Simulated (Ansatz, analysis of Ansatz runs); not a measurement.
# Migration in La2NCl3 (Ibam): V_Cl hop (3.0 Å), charge +1, part 2 of 3

How high is the barrier when Cl changes place in La2NCl3 (Ibam)? The case: V_Cl hop (3.0 Å), charge +1, in a cell of 48 host atoms with 1 Cl taken out.

Ansatz 0.2.0; plane-wave PAW DFT, PBEsol; nudged elastic band between two relaxed defect structures at fixed charge in a uniform background.

So far: The structure; Relaxation of the start point, charge +1; Relaxation of the end point, charge +1.

### 4. Nudged elastic band, charge +1

5 movable images are laid between the ends on a pair-potential path, which keeps atoms from colliding in the first guess. Each image feels the true force across the path and a spring force along it. The highest image is set to climb to the top of the path.

This step: plane-wave PAW DFT, PBEsol; nudged elastic band between two relaxed defect structures at fixed charge in a uniform background.

File qp1.neb/input.yaml:

```yaml
crystal:
  lattice:
    - [0.0, 13.70049667, 6.06962975]
    - [6.82924235, 0.0, 6.06962975]
    - [6.82924235, 13.70049667, 0.0]
  atoms:
    - { symbol: La, position: [0.13799337, 0.86390244, 0.45607498] }
    - { symbol: La, position: [0.37875146, 0.11634266, 0.72382028] }
    - { symbol: La, position: [0.63606677, 0.36473697, 0.95790016] }
    - { symbol: La, position: [0.89395928, 0.61737827, 0.19818452] }
    - { symbol: La, position: [0.11761276, 0.39397149, 0.79061189] }
    - { symbol: La, position: [0.36385482, 0.63769709, 0.04246105] }
    - { symbol: La, position: [0.61648704, 0.87868521, 0.28131047] }
    - { symbol: La, position: [0.86466399, 0.13571777, 0.54174387] }
    - { symbol: La, position: [0.03204237, 0.97421734, 0.86581599] }
    - { symbol: La, position: [0.29274775, 0.20896908, 0.11367295] }
    - { symbol: La, position: [0.54112291, 0.44862033, 0.36706821] }
    - { symbol: La, position: [0.79340576, 0.70706631, 0.61289398] }
    - { symbol: La, position: [0.20711458, 0.29316177, 0.38695935] }
    - { symbol: La, position: [0.4743638, 0.53197517, 0.62815929] }
    - { symbol: La, position: [0.70895661, 0.79252047, 0.88498433] }
    - { symbol: La, position: [0.94875386, 0.04103295, 0.14342285] }
    - { symbol: "N", position: [0.12255137, 0.1281532, 0.87762681] }
    - { symbol: "N", position: [0.3748728, 0.37616949, 0.12536221] }
    - { symbol: "N", position: [0.62817158, 0.62249472, 0.37193586] }
    - { symbol: "N", position: [0.87635887, 0.8746581, 0.62387611] }
    - { symbol: "N", position: [0.12513824, 0.12588604, 0.37418152] }
    - { symbol: "N", position: [0.3774004, 0.3732936, 0.62686161] }
    - { symbol: "N", position: [0.62595007, 0.6250841, 0.87500129] }
    - { symbol: "N", position: [0.87343872, 0.87720281, 0.12276329] }
    - { symbol: Cl, position: [0.12569275, 0.62533549, 0.37476232] }
    - { symbol: Cl, position: [0.62569266, 0.12538792, 0.8747481] }
    - { symbol: Cl, position: [0.87526742, 0.37516699, 0.124866] }
    - { symbol: Cl, position: [0.16065731, 0.66054549, 0.83957771] }
    - { symbol: Cl, position: [0.3756568, 0.87577813, 0.12427697] }
    - { symbol: Cl, position: [0.58976184, 0.08970738, 0.41041643] }
    - { symbol: Cl, position: [0.87530379, 0.3753509, 0.62463678] }
    - { symbol: Cl, position: [0.05843846, 0.44755979, 0.24280339] }
    - { symbol: Cl, position: [0.31546578, 0.69115979, 0.49082255] }
    - { symbol: Cl, position: [0.55466941, 0.93976536, 0.75043542] }
    - { symbol: Cl, position: [0.79341988, 0.19531138, 1.01316239] }
    - { symbol: Cl, position: [0.19194664, 0.81605647, 0.00217552] }
    - { symbol: Cl, position: [0.43902092, 0.05371295, 0.25626562] }
    - { symbol: Cl, position: [0.69634082, 0.29417018, 0.49741579] }
    - { symbol: Cl, position: [0.94672106, 0.55738158, 0.75241277] }
    - { symbol: Cl, position: [0.00652236, 1.00136476, 0.68877017] }
    - { symbol: Cl, position: [0.24844742, 0.26333967, 0.94535249] }
    - { symbol: Cl, position: [0.50256451, 0.49380612, 0.19656348] }
    - { symbol: Cl, position: [0.75317536, 0.74082902, 0.44093587] }
    - { symbol: Cl, position: [0.24095422, 0.25315164, 0.56527561] }
    - { symbol: Cl, position: [0.50148037, 0.50639257, 0.80361625] }
    - { symbol: Cl, position: [0.76348848, 0.74834961, 0.04310399] }
    - { symbol: Cl, position: [0.99373897, 0.00226944, 0.30748246] }
total_charge: 1
basis:
  ecutwfc: 420
  xc_grid: 2
hamiltonian:
  xc: pbesol
kpoints:
  mp_grid: { grid: [1, 1, 1] }
scf:
  occupations: { method: fixed }
  max_iter: 60
output:
  forces: true
neb:
  images: 5
  f_tol: 0.03
  climbing: true
  initial_path: idpp
  max_iterations: 45
  order_check: false
  final_atoms:
    - { symbol: La, position: [0.13590766, 0.86172723, 0.45829082] }
    - { symbol: La, position: [0.38160175, 0.10489701, 0.71079308] }
    - { symbol: La, position: [0.63526771, 0.36373298, 0.95885986] }
    - { symbol: La, position: [0.88263846, 0.62010199, 0.21994999] }
    - { symbol: La, position: [0.12047756, 0.38247654, 0.77759169] }
    - { symbol: La, position: [0.36173943, 0.63533015, 0.04479752] }
    - { symbol: La, position: [0.60535003, 0.88155326, 0.30293922] }
    - { symbol: La, position: [0.86368656, 0.13464398, 0.54283527] }
    - { symbol: La, position: [0.02491432, 0.96705939, 0.87312636] }
    - { symbol: La, position: [0.2927175, 0.2061878, 0.11380956] }
    - { symbol: La, position: [0.55029811, 0.45765063, 0.35800247] }
    - { symbol: La, position: [0.79080942, 0.7068604, 0.61571868] }
    - { symbol: La, position: [0.20693869, 0.29025548, 0.38723375] }
    - { symbol: La, position: [0.46738864, 0.52471478, 0.63525929] }
    - { symbol: La, position: [0.70627358, 0.79224069, 0.88789735] }
    - { symbol: La, position: [0.95797428, 0.050092, 0.13441573] }
    - { symbol: "N", position: [0.12176987, 0.12558406, 0.87460816] }
    - { symbol: "N", position: [0.37456461, 0.37346379, 0.1265874] }
    - { symbol: "N", position: [0.62572147, 0.62167035, 0.37844626] }
    - { symbol: "N", position: [0.87382766, 0.87420543, 0.62587371] }
    - { symbol: "N", position: [0.12476716, 0.12324067, 0.37550732] }
    - { symbol: "N", position: [0.37668849, 0.37068198, 0.62372769] }
    - { symbol: "N", position: [0.62344011, 0.62461193, 0.87682123] }
    - { symbol: "N", position: [0.87104906, 0.87637973, 0.12935452] }
    - { symbol: Cl, position: [0.12416602, 0.62335763, 0.3767266] }
    - { symbol: Cl, position: [0.62459347, 0.1239496, 0.87617078] }
    - { symbol: Cl, position: [0.90905836, 0.40897178, 0.09115233] }
    - { symbol: Cl, position: [0.33834649, 0.83812425, 0.66195237] }
    - { symbol: Cl, position: [0.37393865, 0.87409014, 0.12596557] }
    - { symbol: Cl, position: [0.62380182, 0.12348069, 0.37669062] }
    - { symbol: Cl, position: [0.87396646, 0.37408498, 0.62585133] }
[... 8 lines left out ...]
    - { symbol: Cl, position: [-0.00142414, 0.99311304, 0.69699191] }
    - { symbol: Cl, position: [0.25851011, 0.24616342, 0.93583987] }
    - { symbol: Cl, position: [0.50546564, 0.49677498, 0.19363925] }
    - { symbol: Cl, position: [0.73564049, 0.75046105, 0.45817669] }
    - { symbol: Cl, position: [0.25112241, 0.23553271, 0.55580925] }
    - { symbol: Cl, position: [0.49308045, 0.49795853, 0.81207028] }
    - { symbol: Cl, position: [0.74660615, 0.75844064, 0.05974348] }
    - { symbol: Cl, position: [0.99676882, 0.00467114, 0.30486734] }
```

The run is started by

```
ansatz run input.yaml --threads 8 --pin off --max-ram 14131MiB --backend cpu --events-out ev --progress --plain --runs-dir out
```

Numbers of over 12 decimals in the logs are rounded to 6 here.

The log of the run:

```text
[...]
Warning: neb: disabling space-group detection — the band's intermediate images generally break the endpoint symmetry, so no spatial operation reduces the k-mesh or symmetrises the density, except that a semilocal band can use its path's symmetry ahead of [...]
[...]
parallel-image band execution: 5 concurrent image workers
NEB image 0
Crystal: 47 atoms, lattice volume = 1135.798 Å³
Basis set: ecut = 420 eV, 22167 PW (Γ), exchange–correlation on 216×128×216 points (8 copies of the dense FFT grid, shifted against one another)
Bands: 235, of which v1, the nominal top of the filled ones, is band 188 counted from 1 (187 counted from 0)
Symmetry: 1 space group operations
k-points: 1
[...]
SCF iter   1: F=—  HF=-126119.459390 eV  |F-HF|=—  |Δ(HF+E_count)|=         —  Δρ=5.80e-3  dr2=5.89e-1  ethr=1.77e-3  ⟨swp⟩=6.0  Hψ=764  notcnv=0  defer=43
[...]
SCF iter  11: F=-126119.329846 eV  HF=-126119.329846 eV  |F-HF|=1.02e-8  |Δ(HF+E_count)|=   6.30e-9  Δρ=7.81e-7  dr2=1.04e-8  ethr=2.66e-11  ⟨swp⟩=4.0  Hψ=712  notcnv=0
SCF 1 converged in 11 iterations: F = -126119.329846 eV  dr2 = 1.04e-8
[...]
NSCF: frozen V_eff on 1 k-points
NEB image 6
SCF iter   1: F=—  HF=-126119.459288 eV  |F-HF|=—  |Δ(HF+E_count)|=         —  Δρ=5.79e-3  dr2=5.89e-1  ethr=1.77e-3  ⟨swp⟩=6.0  Hψ=764  notcnv=0  defer=43
[...]
SCF iter  11: F=-126119.329734 eV  HF=-126119.329733 eV  |F-HF|=9.72e-9  |Δ(HF+E_count)|=   5.12e-9  Δρ=7.87e-7  dr2=1.04e-8  ethr=2.66e-11  ⟨swp⟩=4.0  Hψ=712  notcnv=0
SCF 2 converged in 11 iterations: F = -126119.329734 eV  dr2 = 1.04e-8
[...]
NEB end point (image 0): max|allowed force component| = 8.193e-3 eV/Å (the criterion of neb.relax_end_points is 1.000e-2)
NEB end point (image 6): max|allowed force component| = 1.261e-2 eV/Å (the criterion of neb.relax_end_points is 1.000e-2)
NEB image 1
SCF iter   1: F=—  HF=-126119.350016 eV  |F-HF|=—  |Δ(HF+E_count)|=         —  Δρ=5.79e-3  dr2=5.80e-1  ethr=1.77e-3  ⟨swp⟩=6.0  Hψ=772  notcnv=0  defer=42
[...]
SCF iter  11: F=-126119.219127 eV  HF=-126119.219127 eV  |F-HF|=4.77e-9  |Δ(HF+E_count)|=   1.79e-9  Δρ=8.01e-7  dr2=1.00e-8  ethr=2.66e-11  ⟨swp⟩=4.0  Hψ=711  notcnv=0
SCF 3 converged in 11 iterations: F = -126119.219127 eV  dr2 = 1.00e-8
NEB image 2
SCF iter   1: F=—  HF=-126119.168307 eV  |F-HF|=—  |Δ(HF+E_count)|=         —  Δρ=5.78e-3  dr2=5.73e-1  ethr=1.77e-3  ⟨swp⟩=6.0  Hψ=772  notcnv=0  defer=42
[...]
SCF iter  10: F=-126119.035965 eV  HF=-126119.035965 eV  |F-HF|=4.57e-8  |Δ(HF+E_count)|=   2.52e-7  Δρ=2.38e-6  dr2=8.30e-8  ethr=2.66e-11  ⟨swp⟩=4.0  Hψ=803  notcnv=0
SCF 4 converged in 10 iterations: F = -126119.035965 eV  dr2 = 8.30e-8
NEB image 3
SCF iter   1: F=—  HF=-126119.084447 eV  |F-HF|=—  |Δ(HF+E_count)|=         —  Δρ=5.78e-3  dr2=5.71e-1  ethr=1.77e-3  ⟨swp⟩=5.0  Hψ=766  notcnv=0  defer=44
[...]
SCF iter  10: F=-126118.951685 eV  HF=-126118.951685 eV  |F-HF|=1.41e-9  |Δ(HF+E_count)|=   1.99e-7  Δρ=1.21e-6  dr2=2.22e-8  ethr=2.66e-11  ⟨swp⟩=4.0  Hψ=803  notcnv=0
SCF 5 converged in 10 iterations: F = -126118.951685 eV  dr2 = 2.22e-8
NEB image 4
SCF iter   1: F=—  HF=-126119.167457 eV  |F-HF|=—  |Δ(HF+E_count)|=         —  Δρ=5.78e-3  dr2=5.73e-1  ethr=1.77e-3  ⟨swp⟩=6.0  Hψ=772  notcnv=0  defer=42
[...]
SCF iter  10: F=-126119.035084 eV  HF=-126119.035085 eV  |F-HF|=4.60e-8  |Δ(HF+E_count)|=   2.47e-7  Δρ=2.38e-6  dr2=8.30e-8  ethr=2.66e-11  ⟨swp⟩=4.0  Hψ=803  notcnv=0
SCF 6 converged in 10 iterations: F = -126119.035084 eV  dr2 = 8.30e-8
NEB image 5
SCF iter   1: F=—  HF=-126119.348899 eV  |F-HF|=—  |Δ(HF+E_count)|=         —  Δρ=5.79e-3  dr2=5.80e-1  ethr=1.77e-3  ⟨swp⟩=6.0  Hψ=772  notcnv=0  defer=42
[...]
SCF iter  11: F=-126119.217986 eV  HF=-126119.217986 eV  |F-HF|=4.64e-9  |Δ(HF+E_count)|=   2.12e-9  Δρ=7.96e-7  dr2=9.90e-9  ethr=2.66e-11  ⟨swp⟩=4.0  Hψ=711  notcnv=0
SCF 7 converged in 11 iterations: F = -126119.217986 eV  dr2 = 9.90e-9
NEB iter   1: max|band force component| = 7.291e-1 eV/Å  barrier→ = 0.3782 eV  barrier← = 0.3780 eV  Δτ_max = 0.1732 Å  (74 SCF iters)
NEB image 1
[...]
iter 1 solved again at ethr=3.21e-5 eV; its pass at ethr=3.10e-3 eV (dr2=1.21e-1 eV) is discarded
[...]
SCF iter   9: F=-126119.259558 eV  HF=-126119.259558 eV  |F-HF|=2.48e-8  |Δ(HF+E_count)|=   2.31e-7  Δρ=1.02e-6  dr2=2.89e-8  ethr=2.66e-11  ⟨swp⟩=4.0  Hψ=802  notcnv=0
SCF 8 converged in 9 iterations: F = -126119.259558 eV  dr2 = 2.89e-8
NEB image 2
[...]
SCF iter   9: F=-126119.106829 eV  HF=-126119.106829 eV  |F-HF|=6.20e-8  |Δ(HF+E_count)|=   5.35e-7  Δρ=1.78e-6  dr2=6.88e-8  ethr=2.66e-11  ⟨swp⟩=4.0  Hψ=803  notcnv=0
SCF 9 converged in 9 iterations: F = -126119.106829 eV  dr2 = 6.88e-8
NEB image 3
[...]
SCF iter   9: F=-126119.021216 eV  HF=-126119.021216 eV  |F-HF|=7.09e-8  |Δ(HF+E_count)|=   6.34e-7  Δρ=2.12e-6  dr2=8.32e-8  ethr=2.66e-11  ⟨swp⟩=4.0  Hψ=803  notcnv=0
SCF 10 converged in 9 iterations: F = -126119.021216 eV  dr2 = 8.32e-8
NEB image 4
[...]
SCF iter   9: F=-126119.105156 eV  HF=-126119.105156 eV  |F-HF|=6.19e-8  |Δ(HF+E_count)|=   5.29e-7  Δρ=1.79e-6  dr2=6.83e-8  ethr=2.66e-11  ⟨swp⟩=4.0  Hψ=803  notcnv=0
SCF 11 converged in 9 iterations: F = -126119.105156 eV  dr2 = 6.83e-8
NEB image 5
[...]
SCF iter   9: F=-126119.257912 eV  HF=-126119.257912 eV  |F-HF|=2.55e-8  |Δ(HF+E_count)|=   2.32e-7  Δρ=9.97e-7  dr2=2.74e-8  ethr=2.66e-11  ⟨swp⟩=4.0  Hψ=802  notcnv=0
SCF 12 converged in 9 iterations: F = -126119.257912 eV  dr2 = 2.74e-8
NEB iter   2: max|band force component| = 4.069e-1 eV/Å  barrier→ = 0.3086 eV  barrier← = 0.3085 eV  CI = image 3  Δτ_max = 0.0619 Å  (45 SCF iters)
NEB image 1
[...]
SCF iter   9: F=-126119.280833 eV  HF=-126119.280833 eV  |F-HF|=1.17e-8  |Δ(HF+E_count)|=   8.87e-8  Δρ=7.36e-7  dr2=1.35e-8  ethr=2.66e-11  ⟨swp⟩=4.0  Hψ=700  notcnv=0
SCF 13 converged in 9 iterations: F = -126119.280833 eV  dr2 = 1.35e-8
NEB image 2
[...]
SCF iter   9: F=-126119.160091 eV  HF=-126119.160091 eV  |F-HF|=1.47e-8  |Δ(HF+E_count)|=   9.27e-8  Δρ=9.11e-7  dr2=1.95e-8  ethr=2.66e-11  ⟨swp⟩=4.0  Hψ=707  notcnv=0
SCF 14 converged in 9 iterations: F = -126119.160091 eV  dr2 = 1.95e-8
NEB image 3
[...]
NEB iter   3: max|band force component| = 1.139e-1 eV/Å  barrier→ = 0.2326 eV  barrier← = 0.2325 eV  CI = image 3  Δτ_max = 0.0297 Å  (44 SCF iters)
[...]
NEB iter   4: max|band force component| = 6.915e-2 eV/Å  barrier→ = 0.2247 eV  barrier← = 0.2246 eV  CI = image 3  Δτ_max = 0.0268 Å  (38 SCF iters)
[...]
NEB iter   5: max|band force component| = 3.634e-2 eV/Å  barrier→ = 0.2216 eV  barrier← = 0.2215 eV  CI = image 3  Δτ_max = 0.0504 Å  (39 SCF iters)
[...]
NEB iter   6: max|band force component| = 3.273e-2 eV/Å  barrier→ = 0.2200 eV  barrier← = 0.2199 eV  CI = image 3  Δτ_max = 0.0040 Å  (33 SCF iters)
NEB image 1
[...]
SCF iter   5: F=-126119.292971 eV  HF=-126119.292971 eV  |F-HF|=2.21e-8  |Δ(HF+E_count)|=   3.78e-8  Δρ=2.22e-6  dr2=8.40e-8  ethr=2.66e-11  ⟨swp⟩=3.0  Hψ=968  notcnv=0
SCF 33 converged in 5 iterations: F = -126119.292971 eV  dr2 = 8.40e-8
NEB image 2
[...]
SCF iter   5: F=-126119.174790 eV  HF=-126119.174790 eV  |F-HF|=1.67e-8  |Δ(HF+E_count)|=   5.64e-8  Δρ=2.18e-6  dr2=8.70e-8  ethr=2.66e-11  ⟨swp⟩=3.0  Hψ=973  notcnv=0
SCF 34 converged in 5 iterations: F = -126119.174790 eV  dr2 = 8.70e-8
NEB image 3
[...]
SCF iter   5: F=-126119.110149 eV  HF=-126119.110149 eV  |F-HF|=1.32e-8  |Δ(HF+E_count)|=   8.84e-8  Δρ=2.11e-6  dr2=8.48e-8  ethr=2.66e-11  ⟨swp⟩=3.0  Hψ=900  notcnv=0
SCF 35 converged in 5 iterations: F = -126119.110149 eV  dr2 = 8.48e-8
NEB image 4
[...]
SCF iter   5: F=-126119.174034 eV  HF=-126119.174034 eV  |F-HF|=1.59e-8  |Δ(HF+E_count)|=   6.96e-8  Δρ=2.19e-6  dr2=8.70e-8  ethr=2.66e-11  ⟨swp⟩=3.0  Hψ=973  notcnv=0
SCF 36 converged in 5 iterations: F = -126119.174034 eV  dr2 = 8.70e-8
NEB image 5
[...]
SCF iter   5: F=-126119.291719 eV  HF=-126119.291719 eV  |F-HF|=2.26e-8  |Δ(HF+E_count)|=   4.20e-8  Δρ=2.25e-6  dr2=8.68e-8  ethr=2.66e-11  ⟨swp⟩=3.0  Hψ=947  notcnv=0
SCF 37 converged in 5 iterations: F = -126119.291719 eV  dr2 = 8.68e-8
NEB image 1
[...]
NEB image 2
[...]
NEB image 4
[...]
NEB image 5
[...]
NEB image 3
[...]
the band table was solved once a step of the walk had ended and its energy, with any forces and stress, was formed, with the checks that follow a solve (1379 applications of the Hamiltonian). They found nothing against the state; [...]
NEB iter   7: max|band force component| = 1.322e-2 eV/Å  barrier→ = 0.2197 eV  barrier← = 0.2196 eV  CI = image 3  Δτ_max = 0.0000 Å  (25 SCF iters)
SCF converged after 5 iterations
Free energy (F): -126119.110149 eV
[...]
Internal energy: -126119.110149 eV  (E = F + TS)
E sigma→0 (E₀):  -126119.110149 eV
Fermi energy:    6.772702 eV
[...]
--- Forces (eV/Å), atoms counted from 1 ---
  atom   1  La     0.00566176     0.00388240    -0.00026012
  atom   2  La     0.00310890    -0.00184225     0.00972719
  [... 2 atoms left out ...]
  atom   5  La    -0.00527562     0.00155909     0.00203102
  [... 3 atoms left out ...]
  atom   9  La    -0.00614564     0.00154192     0.00024757
  [... 4 atoms left out ...]
  atom  14  La     0.00811667    -0.00239585     0.00000935
  [... 2 atoms left out ...]
  atom  17  N      0.00274914    -0.00222106    -0.00445611
  [... 1 atom left out ...]
  atom  19  N      0.00077497     0.00005132     0.00360148
  [... 2 atoms left out ...]
  atom  22  N      0.00073626     0.00029168    -0.00377043
  [... 1 atom left out ...]
  atom  24  N      0.00283566    -0.00233982     0.00441736
  [... 3 atoms left out ...]
  atom  28  Cl    -0.00128797    -0.00005000     0.00004670
  [... 4 atoms left out ...]
  atom  33  Cl     0.00052530    -0.00566407    -0.00021370
  [... 2 atoms left out ...]
  atom  36  Cl    -0.00103367     0.00453511    -0.00003150
  [... 11 atoms left out ...]
  max |Σ_I F_I| component: 4.63e-5 eV/Å
--- Band table (eV) ---
[...]
this run last wrote the band of iteration 7 to <dir>
--- NEB band (7 images, 7 band iterations, 298 SCF iterations) ---
  forward barrier  = 0.219697 eV
  backward barrier = 0.219584 eV
  climbing image's point = of an order that was not read
  energies are F+E_penalty+E_count in eV, relative to image 0
  image     s (Å)  Δ vs image 0  max|band force component| (eV/Å)
      0    0.0000      0.000000                                 —
      1    0.4431      0.036875                          1.276e-2
      2    0.8862      0.155056                          1.322e-2
  *   3    1.3292      0.219697                          1.007e-2
      4    1.7693      0.155811                          1.311e-2
      5    2.2094      0.038127                          1.221e-2
      6    2.6497      0.000112                                 —
  climbing-image geometry (image 3):
  cell:  # Å, volume = 1135.7978 Å³
    - [0.0, 13.70049667, 6.06962975]
    - [6.82924235, 0.0, 6.06962975]
    - [6.82924235, 13.70049667, 0.0]
  atoms:
    - { symbol: La, position: [0.137078, 0.862561, 0.456610] }
    - { symbol: La, position: [0.374393, 0.105431, 0.722212] }
    - { symbol: La, position: [0.635318, 0.364396, 0.958928] }
    - { symbol: La, position: [0.893522, 0.624497, 0.203103] }
    - { symbol: La, position: [0.124768, 0.393244, 0.779173] }
    - { symbol: La, position: [0.362608, 0.636635, 0.044248] }
    - { symbol: La, position: [0.605992, 0.874489, 0.297918] }
    - { symbol: La, position: [0.864406, 0.134828, 0.541885] }
    - { symbol: La, position: [0.017704, 0.981350, 0.873814] }
    - { symbol: La, position: [0.292885, 0.207618, 0.113577] }
    - { symbol: La, position: [0.550795, 0.448246, 0.359739] }
    - { symbol: La, position: [0.791979, 0.706741, 0.614457] }
    - { symbol: La, position: [0.206772, 0.291621, 0.387260] }
    - { symbol: La, position: [0.481725, 0.517427, 0.627251] }
    - { symbol: La, position: [0.707672, 0.792541, 0.886356] }
    - { symbol: La, position: [0.948363, 0.050726, 0.141533] }
    - { symbol: N, position: [0.118762, 0.131191, 0.878296] }
    - { symbol: N, position: [0.374743, 0.374500, 0.126406] }
    - { symbol: N, position: [0.631374, 0.618603, 0.371974] }
    - { symbol: N, position: [0.874840, 0.874360, 0.624696] }
    - { symbol: N, position: [0.124983, 0.124642, 0.374440] }
    - { symbol: N, position: [0.380600, 0.367616, 0.622866] }
    - { symbol: N, position: [0.624839, 0.624792, 0.876175] }
    - { symbol: N, position: [0.868026, 0.880215, 0.129140] }
    - { symbol: Cl, position: [0.124674, 0.624181, 0.375905] }
    - { symbol: Cl, position: [0.625045, 0.124636, 0.875479] }
    - { symbol: Cl, position: [0.896990, 0.396928, 0.103145] }
    - { symbol: Cl, position: [0.249632, 0.749481, 0.750958] }
    - { symbol: Cl, position: [0.374966, 0.875044, 0.124989] }
    - { symbol: Cl, position: [0.602230, 0.101999, 0.398119] }
    - { symbol: Cl, position: [0.874561, 0.374649, 0.625335] }
    - { symbol: Cl, position: [0.062112, 0.448808, 0.240548] }
    - { symbol: Cl, position: [0.317883, 0.680617, 0.485940] }
    - { symbol: Cl, position: [0.551327, 0.938151, 0.751276] }
    - { symbol: Cl, position: [0.787929, 0.209878, 1.020335] }
    - { symbol: Cl, position: [0.181278, 0.818550, 0.015634] }
    - { symbol: Cl, position: [0.437320, 0.050158, 0.260606] }
    - { symbol: Cl, position: [0.711571, 0.289060, 0.480750] }
    - { symbol: Cl, position: [0.948018, 0.560757, 0.749933] }
    - { symbol: Cl, position: [0.000138, 0.999201, 0.692716] }
    - { symbol: Cl, position: [0.256639, 0.256656, 0.937303] }
    - { symbol: Cl, position: [0.503002, 0.496498, 0.195624] }
    - { symbol: Cl, position: [0.742452, 0.742365, 0.451510] }
    - { symbol: Cl, position: [0.242604, 0.242262, 0.563933] }
    - { symbol: Cl, position: [0.499075, 0.499992, 0.808465] }
    - { symbol: Cl, position: [0.757016, 0.756757, 0.049482] }
    - { symbol: Cl, position: [0.996209, 0.002559, 0.305624] }
```

It took 3.2 min on 8 threads of Arm Neoverse V2, shared host; peak memory 5.8 GiB; 16 min of CPU time.

In the SCF lines HF is the Harris–Foulkes energy and dr2 the Hartree energy of the density residual, in eV; the loop may stop once dr2 is under the threshold and the program's other checks hold. Hψ counts applications of the Hamiltonian.

The path, image by image:

| image | path (Å) | energy (eV) | Cl28: x, y, z (Å) |
| --- | --- | --- | --- |
| 0 | 0.000 | 0.0000 | 10.245, 13.704, 4.984 |
| 1 | 0.443 | 0.0369 | 10.246, 13.707, 5.248 |
| 2 | 0.886 | 0.1551 | 10.248, 13.710, 5.644 |
| 3 | 1.329 | 0.2197 | 10.247, 13.709, 6.064 |
| 4 | 1.769 | 0.1558 | 10.249, 13.711, 6.482 |
| 5 | 2.209 | 0.0381 | 10.246, 13.708, 6.876 |
| 6 | 2.650 | 0.0001 | 10.244, 13.705, 7.141 |

This step gave:

```
free energy      : -126119.1101 eV
barrier forward  : 0.2197 eV
barrier backward : 0.2196 eV
end less start   : 1.12e-4 eV
hop length       : 2.156 Å
```

(Continued in part 3 of 3.)

[Logs are printed without paths, hosts, clocks, repeated set-up lines and the standing remarks that a program may print on its own settings, such as how far it seeks lower states.]

[Hosts, paths, dates, database ids (printed as entryN), source tags and the programs' standing remarks are cut or masked in the printed files.]
